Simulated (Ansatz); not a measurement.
# Ruthenium, fcc under r²SCAN: from relaxation to bulk modulus

Aim: take ruthenium in the fcc structure, relax it, solve it on a dense k-mesh, then scale the cell to 7 volumes from 88 to 112 % of the relaxed one and try a fit of the equation of state. The start is ferromagnetic. The k-meshes are 14×14×14 for the relaxation; 23×23×23 for the dense run; 16×16×16 for the volumes.

This is Ru in the fcc structure; at room conditions it is hcp.

Computed with Ansatz 0.2.0 (DFT r2SCAN, plane waves (500 eV) with PAW, scalar-relativistic; PAW files made under PBE, frozen cores solved again for the functional, unless a step says otherwise).

### 1 The starting structure

The structure is cubic, space group Fm-3m (No. 225). The conventional cell has a = 3.785 Å, b = 3.785 Å, c = 3.785 Å, α = 90.00°, β = 90.00°, γ = 90.00°. Around Ru (site symmetry m-3m) lie 12 Ru at 2.68 Å.

Coordinates:

```cif
data_structure
_symmetry_space_group_name_H-M 'Fm-3m'
_symmetry_Int_Tables_number 225
_cell_length_a 3.7849
_cell_length_b 3.7849
_cell_length_c 3.7849
_cell_angle_alpha 90.000
_cell_angle_beta 90.000
_cell_angle_gamma 90.000
_cell_volume 54.22
loop_
_atom_site_label
_atom_site_type_symbol
_atom_site_symmetry_multiplicity
_atom_site_Wyckoff_symbol
_atom_site_fract_x
_atom_site_fract_y
_atom_site_fract_z
_atom_site_occupancy
Ru1 Ru 4 a 0.00000 0.00000 0.00000 1
```

Starting moments (μB): +1.

### 2 Geometry optimisation

Input file input.yaml:

```yaml
crystal:
  lattice:
    - [0.0, 1.8924348942, 1.8924348942]
    - [1.8924348942, 0.0, 1.8924348942]
    - [1.8924348942, 1.8924348942, 0.0]
  atoms:
    - { symbol: Ru, position: [0.0, 0.0, 0.0], spin: 1.0 }
hamiltonian:
  xc: r2scan
  pseudopotentials:
    kind: paw
    azcp:
      Ru: "pseudopotentials/Ru.paw.azcp"
basis:
  ecutwfc: 500
  fft_grid_basis: typed
kpoints:
  mp_grid: { grid: [14, 14, 14], shift: [0, 0, 0] }
magnetization:
  spin_polarized: true
scf:
  occupations: { method: fermi_dirac, width: 0.05 }
relax:
  max_steps: 60
  f_tol: 0.01
  cell: {}
```

Command:

```sh
ansatz run input.yaml --threads 2 --pin off --max-ram 6144MiB --backend cpu --events-out ev --progress --plain --runs-dir out
```

Further steps of the session: The energy on a finer k-mesh; Equation of state: 88 %; Equation of state: 92 %; Equation of state: 96 %; Equation of state: 100 %; Equation of state: 104 %; Equation of state: 108 %; Equation of state: 112 %.

**Question.** What will these runs give? Wanted: space group; conventional cell; volume; shortest distance; gap on the mesh; magnetic state; relative to hcp; V₀, B₀, B₀′.

**Answer**, as computed:

| quantity | value |
| --- | --- |
| space group (spins left aside) | Fm-3m (No. 225) |
| conventional cell | a = 3.786 Å |
| volume | 13.563 Å³/atom |
| shortest distance | 2.677 Å |
| gap on the mesh | none (levels filled in part) |
| magnetic state | non-magnetic |
| relative to hcp | +126 meV/atom |
| V₀, B₀, B₀′ | 13.556 Å³/atom, 331 GPa, 4.8 |

From the guessed start the volume grew by 0.1 % in 4 steps. Against the reference form of ruthenium (hcp, computed apart with the same settings) it stands 126 meV/atom higher. The moments die out: the run ends non-magnetic. No gap shows: it is a metal or semimetal at this level. The fitted modulus is 331 GPa, among the stiffest elements. The symmetry was held, so the structure may be unstable against distortions that break it.
